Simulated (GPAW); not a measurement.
# BeTe (F-43m) in GPAW: single point with RPBE

Aim: the single point of BeTe with RPBE.

Program: GPAW 26.7.0. These are calculated values, not measurements. Logs are shortened: lines on timing, memory, paths and dates and some standing lists are left out, and cuts for length are marked. The log counts tension as positive stress, the text compression.

## 1. The crystal as given

It takes space group F-43m (No. 216, cubic). Conventional cell: a = 5.540 Å, b = 5.540 Å, c = 5.540 Å, α = 90.00°, β = 90.00°, γ = 90.00°. Te (site symmetry -43m) has 4 Be at 2.40 Å as nearest neighbours. Be (site symmetry -43m) has 4 Te at 2.40 Å as nearest neighbours.

## 2. Single point, RPBE

Input file run.py:

```python
from ase import Atoms
from ase.dft.bandgap import bandgap
from ase.io import write
from ase.units import GPa
from gpaw import GPAW, PW

atoms = Atoms(['Te', 'Be'],
              cell=[[0.0, 2.77, 2.77],
                    [2.77, 0.0, 2.77],
                    [2.77, 2.77, 0.0]],
              scaled_positions=[[0.75, 0.75, 0.75],
                                [0.0, 0.0, 0.0]],
              pbc=True)

calc = GPAW(mode=PW(600),
            xc='RPBE',
            kpts={'size': (7, 7, 7), 'gamma': True},
            occupations={'name': 'fermi-dirac', 'width': 0.01},
            setups={'Te': '16'},
            nbands=-7,
            convergence={'density': 1e-05, 'energy': 1e-05},
            maxiter=150,
            txt='gpaw.txt')
atoms.calc = calc
energy = atoms.get_potential_energy()
forces = atoms.get_forces()
stress = atoms.get_stress()
calc.write('gs.gpw')
write('result.traj', atoms)
print(f'Energy: {energy:.6f} eV')
print('Forces (eV/A):')
print(forces.round(4))
print('Stress (GPa):', (stress / GPa).round(3))
print('Fermi level:', round(calc.get_fermi_level(), 4), 'eV')
print(f'Gap: {bandgap(calc)[0]:.4f} eV, direct: {bandgap(calc, direct=True)[0]:.4f} eV')
```

Potentials or basis: the program's PAW data sets (release 1.2.1) made for this functional, other valence, pw.

The run is started by

```bash
$ OMP_NUM_THREADS=1 python run.py
```

gpaw.txt:

```text
__  _  _
 | _ |_)|_||  |
 |__||  | ||/\| - 26.7.0

Input parameters:
  mode=PW(ecut=600.0),
  convergence={'density': 1e-05, 'energy': 1e-05},
  kpts=MonkhorstPack(size=(7, 7, 7), gamma=True),
  maxiter=150,
  nbands=-7,
  occupations=Occupations(name='fermi-dirac', width=0.01),
  setups={'Te': '16'},
  xc=XC(name='RPBE')

Diagonalizing LCAO Hamiltonian
Converting LCAO to pw mode

                    Te

       Be

Atoms  # Å, Bohr magnetons
|   | symbol |        x |        y |        z |    initial magnetic moments |
|---|--------|----------|----------|----------|-----------------------------|
| 0 |     Te | 4.155000 | 4.155000 | 4.155000 | ( 0.0000,  0.0000,  0.0000) |
| 1 |     Be | 0.000000 | 0.000000 | 0.000000 | ( 0.0000,  0.0000,  0.0000) |

Unit cell  # Å
| periodic |        x |        y |        z |  lengths |    angles |
|----------|----------|----------|----------|----------|-----------|
|      yes | 0.000000 | 2.770000 | 2.770000 | 3.917372 | 60.000000 |
|      yes | 2.770000 | 0.000000 | 2.770000 | 3.917372 | 60.000000 |
|      yes | 2.770000 | 2.770000 | 0.000000 | 3.917372 | 60.000000 |

Number of symmetries: 24
Symmetry operations  # r_c * U_cc + t_c -> r_c
|    | kind |            matrix            |
|----|------|------------------------------|
|  0 |  E   |  1, 0, 0,  0, 1, 0,  0, 0, 1 |
|  1 |  σ   |  1, 0, 0,  0, 0, 1,  0, 1, 0 |
|  2 |  σ   |  1, 0,-1,  0, 1,-1,  0, 0,-1 |
|  3 |  C3  |  1, 0,-1,  0, 0,-1,  0, 1,-1 |
|  4 |  C3  |  1,-1, 0,  0,-1, 1,  0,-1, 0 |
|  5 |  σ   |  1,-1, 0,  0,-1, 0,  0,-1, 1 |
|  6 |  σ   |  0, 1, 0,  1, 0, 0,  0, 0, 1 |
|  7 |  C3  |  0, 1, 0,  0, 0, 1,  1, 0, 0 |
|  8 |  C2  |  0, 1,-1,  1, 0,-1,  0, 0,-1 |
|  9 |  S4  |  0, 1,-1,  0, 0,-1,  1, 0,-1 |
| 10 |  C3  |  0, 0, 1,  1, 0, 0,  0, 1, 0 |
| 11 |  σ   |  0, 0, 1,  0, 1, 0,  1, 0, 0 |
| 12 |  S4  |  0, 0,-1,  1, 0,-1,  0, 1,-1 |
| 13 |  C3  |  0, 0,-1,  0, 1,-1,  1, 0,-1 |
| 14 |  S4  |  0,-1, 1,  1,-1, 0,  0,-1, 0 |
| 15 |  C2  |  0,-1, 1,  0,-1, 0,  1,-1, 0 |
| 16 |  C3  |  0,-1, 0,  1,-1, 0,  0,-1, 1 |
| 17 |  S4  |  0,-1, 0,  0,-1, 1,  1,-1, 0 |
| 18 |  S4  | -1, 1, 0, -1, 0, 1, -1, 0, 0 |
| 19 |  C3  | -1, 1, 0, -1, 0, 0, -1, 0, 1 |
| 20 |  C3  | -1, 0, 1, -1, 1, 0, -1, 0, 0 |
| 21 |  S4  | -1, 0, 1, -1, 0, 0, -1, 1, 0 |
| 22 |  σ   | -1, 0, 0, -1, 1, 0, -1, 0, 1 |
| 23 |  C2  | -1, 0, 0, -1, 0, 1, -1, 1, 0 |

BZ-sampling:
  Number of BZ points: 343
  Number of IBZ points: 20

  Monkhorst-Pack size: [7, 7, 7]
  Monkhorst-Pack shift: [0, 0, 0]

K-points  # in reciprocal-cell coordinates
|     |                                coordinates |     weight |
|-----|--------------------------------------------|------------|
|   0 | (  0.00000000,   0.00000000,   0.00000000) | 0.00291545 |
|   1 | (  0.14285714,   0.14285714,   0.00000000) | 0.01749271 |
|   2 | (  0.14285714,   0.14285714,   0.14285714) | 0.02332362 |
|   3 | (  0.28571429,   0.14285714,   0.14285714) | 0.03498542 |
|   4 | (  0.28571429,   0.28571429,   0.00000000) | 0.01749271 |
|   5 | (  0.28571429,   0.28571429,   0.14285714) | 0.06997085 |
|   6 | (  0.28571429,   0.28571429,   0.28571429) | 0.02332362 |
|   7 | (  0.42857143,  -0.28571429,  -0.28571429) | 0.03498542 |
|   8 | (  0.42857143,   0.28571429,  -0.42857143) | 0.13994169 |
|   9 | (  0.42857143,   0.28571429,  -0.28571429) | 0.06997085 |
| ... |                                            |            |
|  19 | (  0.42857143,   0.42857143,   0.42857143) | 0.02332362 |

Plane wave coefficients: 1430
Cutoff: 600.0 eV

Spin-components: 1 (collinear spins)
Bands:           16
Projectors:      9
Spin-degeneracy: 2
Datatype:        complex128

Density:
  Valence electrons: 18.0
  Components: 1
  Grid points: [24 24 24]
  Charge: 0.0  # |e|

Potential:
  Grid points: [24 24 24]

species:
  Te:
    name:    Tellurium
    Z:       52.0
    valence: 16
    core:    36
    charge:  0.0  # [|e|]
    compensation charges:
      type: gauss
      rc: 0.37  # [Å]
      lmax: 2
    cutoffs:
      filter: 2.06  # [Å]
      core: 2.09  # [Å]
    projectors
    | kind |    occ | energy [eV] | rcut [Å] |
    |------|--------|-------------|----------|
    |   5s |  2.000 |     -15.026 |    1.164 |
    |   5p |  4.000 |      -5.917 |    1.164 |
    |   4d | 10.000 |     -41.654 |    1.164 |
    |    s |        |      12.185 |    1.164 |
    |    p |        |      21.294 |    1.164 |
    |    d |        |     -14.443 |    1.164 |

    Using partial waves for Te as LCAO basis

  Be:
    name:    Beryllium
    Z:       4.0
    valence: 2
    core:    2
    charge:  0.0  # [|e|]
    compensation charges:
      type: gauss
      rc: 0.25  # [Å]
      lmax: 2
    cutoffs:
      filter: 1.42  # [Å]
      core: 1.77  # [Å]
    projectors
    | kind |    occ | energy [eV] | rcut [Å] |
    |------|--------|-------------|----------|
    |   2s |  2.000 |      -5.629 |    0.794 |
    |   2p |  0.000 |      -2.014 |    0.794 |
    |    s |        |      21.582 |    0.794 |

    Using partial waves for Be as LCAO basis

Reference energy: -185199.285283  # eV

eigensolver:
  PPCG
  Converge bands: occupied
  niter=2

density mixing:
  MSR1-Mixer
  Pratt-step length: 0.05
  Maximum mixing coefficient: 0.75
  Old densities: 10
  SVD Regularization: 0.005
  Good broyden scale: 1.0
  Trust region scale: 1.0
  Backstep threshold: 4.0
  History deletion threshold: 6.0
  Fourier metric: weight=20.0, sigma=0.015

occupation numbers:
  Fermi-Dirac:
    width: 0.0100  # eV

poisson solver:
  ecut: 4800.0  # eV

xc functional:
  name: RPBE with 2 nearest neighbor stencil

convergence criteria:
[... 6 lines left out ...]
|iter     | |      energy | eigst |  dens |
|---------|-|-------------|-------|-------|
|iter:   1| |   -7.055324 | -0.53 |       |
|iter:   2| |   -7.033544 | -2.70 | -1.26 |
|iter:   3| |   -6.925002 | -2.50 | -1.29 |
|iter:   4| |   -6.928318 | -3.45 | -1.91 |
|iter:   5| |   -6.929234 | -4.38 | -2.41 |
|iter:   6| |   -6.929284 | -5.41 | -3.14 |
|iter:   7| |   -6.929288c| -6.38 | -3.78 |
|iter:   8| |   -6.929288c| -8.18c| -4.81 |
|iter:   9| |   -6.929288c| -7.83c| -5.23c|

Converged in 9 steps
Energy contributions relative to reference atoms: (reference = -185199.285283)

Energy contributions:
  Kinetic:          11.895952
  Coulomb:         -10.070853
  Zero:             -0.027686
  External:          0.000000
  Xc:               -8.726701
  Entropy:          -0.000000
  Spinorbit:         0.000000
  ----------------------------
  Free energy:      -6.929288
  Extrapolated:     -6.929288

dipole moment: (-0.393632, -0.393632, -0.393632)  # |e|*Ang

Fermi level: 6.953
Eigenvalues  # (at kpt = [0.000, 0.000, 0.000])
| band index |      eig [eV] | occ [0-2] |
|------------|---------------|-----------|
|          0 |       -30.736 |     2.000 |
|          1 |       -30.736 |     2.000 |
|          2 |       -30.736 |     2.000 |
|          3 |       -30.724 |     2.000 |
|          4 |       -30.724 |     2.000 |
|          5 |        -6.951 |     2.000 |
[... 8 lines left out ...]
|         14 |        15.733 |     0.000 |
|         15 |        15.733 |     0.000 |

Gap: 1.883 eV
Transition (v -> c):
  (s=0, k=0, n=8, [0.00, 0.00, 0.00]) -> (s=0, k=16, n=9, [0.43, 0.43, 0.00])
Direct/indirect transitions are different
Direct gap: 3.472 eV
Transition at: (s=0, k=0, n=8, [0.00, 0.00, 0.00])

Forces  # eV/Ang
|       x |        y |        z |
|---------|----------|----------|
| 0.00000 | -0.00000 | -0.00000 |  # Te   0
| 0.00000 | -0.00000 |  0.00000 |  # Be   1

Stress tensor  # eV/Ang^3
|         x |         y |         z |
|-----------|-----------|-----------|
| -0.028642 |  0.000000 |  0.000000 |
|  0.000000 | -0.028642 |  0.000000 |
|  0.000000 |  0.000000 | -0.028642 |

# Writing to gs.gpw (mode='')
```

It took 11 s on 1 thread of Arm Neoverse V1, shared host; peak memory 0.14 GiB.

What came out:

```
Free energy            : -6.9293 eV
Pressure               : 4.6 GPa
Band gap on the k mesh : 1.88 eV, indirect (least direct gap 3.47 eV)
```

Caveat: the cutoff is short for stress and forces, so pressures can be off by a GPa or more; spin-orbit coupling is left out, which moves the levels of the heavy elements; an odd mesh through Γ misses points on the zone boundary, where band edges often lie.
